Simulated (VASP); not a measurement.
Here is a VASP 6.6.1 calculation.

The input INCAR:

```
PREC = Accurate
ENCUT = 600
EDIFF = 1E-7
ISMEAR = 0
SIGMA = 0.1
LREAL = F
LASPH = T
NELM = 100
ALGO = Normal
ISIF = 3
LWAVE = F
LCHARG = F
GGA = PE
IBRION = 2
NSW = 90
EDIFFG = -0.04
```

KPOINTS

```
Automatic mesh
0
Gamma
  6 6 4
```

Contents of POSCAR:

```
W
1.0
    4.2496070415      0.0000000000      0.0000000000
   -2.1248035207      3.6802676540      0.0000000000
    0.0000000000      0.0000000000      4.5370617218
W
4
Direct
    0.0000000000      0.0000000000      0.1250000000
    0.0000000000      0.5000000000      0.9891700000
    0.5000000000      0.0000000000      0.9891700000
    0.5000000000      0.5000000000      0.9891700000
```

Potentials or basis: VASP PAW PBE potentials, release 64 (W_sv).

Run with:

```console
$ cat potpaw_PBE.64/W_sv/POTCAR > POTCAR
$ mpirun -np 1 vasp_std > vasp.out
```

Task: Estimate the space group after relaxing (to 0.05 Å).

Result: P6/mmm (No. 191).

Task: What does it give for the relaxed cell?

Result: a = 5.329 Å, b = 5.329 Å, c = 2.757 Å, α = 90.00°, β = 90.00°, γ = 120.00°.

Final structure:
```cif
data_structure
_symmetry_space_group_name_H-M 'P 1'
_symmetry_Int_Tables_number 1
_cell_length_a 5.3288
_cell_length_b 5.3288
_cell_length_c 2.7575
_cell_angle_alpha 90.000
_cell_angle_beta 90.000
_cell_angle_gamma 120.000
_cell_volume 67.81
loop_
_atom_site_label
_atom_site_type_symbol
_atom_site_fract_x
_atom_site_fract_y
_atom_site_fract_z
_atom_site_occupancy
W1 W 0.00000 0.00000 0.39746 1
W2 W 0.00000 0.50000 0.89835 1
W3 W 0.50000 0.00000 0.89835 1
W4 W 0.50000 0.50000 0.89835 1
```

Spin-orbit coupling is left out, which matters for the levels of W.
